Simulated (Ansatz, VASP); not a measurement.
One calculation of Mg, two programs

```
Mg
1.0
     3.33761    0.00000    0.00000
    -1.66880    2.89045    0.00000
     0.00000    0.00000    5.02721
Mg
2
Cartesian
  0.0000 1.9270 1.2568
  1.6688 0.9635 3.7704
```

Change from the starting cell: biaxial strain in the a-b plane, c and atoms relaxed: +4.5 %.

Alike in both runs: functional r2SCAN; k mesh 15 × 15 × 8; occupations gaussian, width 0.1 eV; no spin polarisation.

Ansatz relaxed the structure, and its values are those at the end. VASP's run is a single point on that final structure, the one shown.

```csv
,VASP,Ansatz
version,VASP 6.6.1,Ansatz 0.2.0
potentials or method,"VASP PAW PBE potentials, release 64 (Mg)","scalar-relativistic, plane waves, PAW"
plane-wave cutoff (eV),520,500
valence electrons in the cell,4,20
```

```tsv
	VASP	Ansatz	Ansatz less VASP
gap on the k mesh at the Fermi level (eV)	none	none	-
pressure (GPa)	-2.5	-2.3	+0.24
```

A gap of «none» marks a metal or a gap that the smearing closes. The two sets of potentials don't hold the same shells in valence.

Caveats: the PAW data sets were made with another functional, which shifts forces and pressure a little (VASP).
